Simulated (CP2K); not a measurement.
TaN in CP2K: the effect of functional

Crystal: TaN.

```
Ta N
1.0
     5.51034    0.00000    0.00000
    -2.53023    4.31421    0.00000
    -0.66359    0.46453    2.79611
Ta N
3 3
Direct
  0.33419 0.66670 0.49934
  0.66628 0.33385 0.50213
  0.99708 0.99648 0.99916
  0.39061 0.99966 0.99680
  0.60955 0.60773 0.99838
  0.00229 0.39559 0.00419
```

Alike in all runs:

* Program: CP2K 2026.2
* Potentials or basis: POTENTIAL_UZH Ta GTH-PBE-q13, N GTH-PBE-q5; DZVP-MOLOPT-PBE-GTH basis
* Density cutoff: 9184 eV
* k mesh: 6 × 6 × 9
* Occupations: fermi-dirac, width 0.05 eV
* Spin: no spin polarisation

Task: One run gave: pressure 22.0 GPa. Which functional did it use?
A. TPSS
B. BLYP
C. LDA
D. AM05
E. optB88-vdW

Result: C.

| functional | pressure (GPa) |
| --- | --- |
| PBE | 31.8 |
| LDA | 22.0 |
| PBEsol | 25.1 |
| AM05 | 24.1 |
| optB88-vdW | 33.1 |
| BLYP | 42.5 |
| TPSS | 32.3 |

Caveats: the basis of atomic orbitals isn't converged, which shifts pressures, moduli and gaps; the potentials were made for another functional, which shifts forces and pressure (some runs); a pressure of tens of GPa on the cell as given is suspect, and the run, the potentials or the cell itself is likely at fault (some runs).
